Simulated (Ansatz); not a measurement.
# Ga2O3: properties at the relaxed cell

One table from this session's results is given with a row withheld; the runs are named, their logs left out.

The COD cell was measured well above room temperature, so it is larger than a cold one.

Computed with Ansatz 0.2.0 (DFT PBE and PBEsol (the runs whose input is shown use PBEsol), scalar-relativistic, plane waves, PAW).

2 further runs of the same task are left out: 2 set aside as unsound or not needed.

## The starting structure

It takes space group R-3c (No. 167, trigonal). Conventional cell: a = 5.058 Å, b = 5.058 Å, c = 13.623 Å, α = 90.00°, β = 90.00°, γ = 120.00°. Ga (site symmetry 3) is surrounded by 6 O at 1.95 to 2.10 Å. O (site symmetry 2) has 4 Ga at 1.95 to 2.10 Å as nearest neighbours.

Structure file:

```cif
data_structure
_symmetry_space_group_name_H-M 'P 1'
_symmetry_Int_Tables_number 1
_cell_length_a 5.3987
_cell_length_b 5.3987
_cell_length_c 5.3987
_cell_angle_alpha 55.861
_cell_angle_beta 55.861
_cell_angle_gamma 55.861
_cell_volume 100.59
loop_
_atom_site_label
_atom_site_type_symbol
_atom_site_fract_x
_atom_site_fract_y
_atom_site_fract_z
_atom_site_occupancy
Ga1 Ga 0.35584 0.35584 0.35584 1
Ga2 Ga 0.14416 0.14416 0.14416 1
Ga3 Ga 0.64416 0.64416 0.64416 1
Ga4 Ga 0.85584 0.85584 0.85584 1
O1 O 0.55313 0.94687 0.25000 1
O2 O 0.25000 0.55313 0.94687 1
O3 O 0.94687 0.25000 0.55313 1
O4 O 0.44687 0.05313 0.75000 1
O5 O 0.75000 0.44687 0.05313 1
O6 O 0.05313 0.75000 0.44687 1
```

This cell was relaxed beforehand with the same method: volume 10.06 Å³/atom, gap on the mesh 2.42 eV.

Set-up of the first run:

input.yaml

```yaml
crystal:
  lattice:
    - [2.5287807454, 1.4599922441, 4.540945241]
    - [-2.5287807454, 1.4599922441, 4.540945241]
    - [0.0, -2.9199844881, 4.540945241]
  atoms:
    - { symbol: Ga, position: [0.3558404579, 0.3558404579, 0.3558404579] }
    - { symbol: Ga, position: [0.1441595421, 0.1441595421, 0.1441595421] }
    - { symbol: Ga, position: [0.6441595421, 0.6441595421, 0.6441595421] }
    - { symbol: Ga, position: [0.8558404579, 0.8558404579, 0.8558404579] }
    - { symbol: O, position: [0.5531316575, 0.9468683425, 0.25] }
    - { symbol: O, position: [0.25, 0.5531316575, 0.9468683425] }
    - { symbol: O, position: [0.9468683425, 0.25, 0.5531316575] }
    - { symbol: O, position: [0.4468683425, 0.0531316575, 0.75] }
    - { symbol: O, position: [0.75, 0.4468683425, 0.0531316575] }
    - { symbol: O, position: [0.0531316575, 0.75, 0.4468683425] }
basis:
  ecutwfc: 420
kpoints:
  mp_grid: { grid: [9, 9, 9] }
hamiltonian:
  xc: pbesol
scf:
  occupations: { method: gaussian, width: 0.02 }
output:
  forces: true
  stress: true
  eigenvalues: true
relax:
  adjacent_minimum: "off"
  f_tol: 0.005
  max_steps: 50
  cell: { stress_tol: 0.05 }
```

Command:

```console
$ ansatz run input.yaml --threads 2 --pin off --max-ram 5120MiB --backend cpu --events-out ev --progress --plain --runs-dir out
```

Among the steps run: Relaxing with PBEsol; The cell under PBE+D3(BJ); The cell under LDA; The cell under r2SCAN.

One table of the session follows, with a row left open; its other results are not shown here.

It belongs to the step «One structure, several functionals». 

```
functional  a (Å)  b (Å)  c (Å)  volume (Å³/atom)  gap on the mesh (eV)
       PBE  5.399  5.399  5.399             10.06                  2.42
    PBEsol      ?      ?      ?                 ?                     ?
PBE+D3(BJ)  5.365  5.365  5.365              9.89                  2.59
       LDA  5.276  5.276  5.276              9.41                  3.05
    r2SCAN  5.325  5.325  5.325              9.64                  3.57
```

**Question.** Estimate the row for PBEsol.

The run gave: a (Å): 5.332; b (Å): 5.332; c (Å): 5.332; volume (Å³/atom): 9.71; gap on the mesh (eV): 2.71. In the column «a (Å)» it lies between r2SCAN (5.325) and PBE+D3(BJ) (5.365).
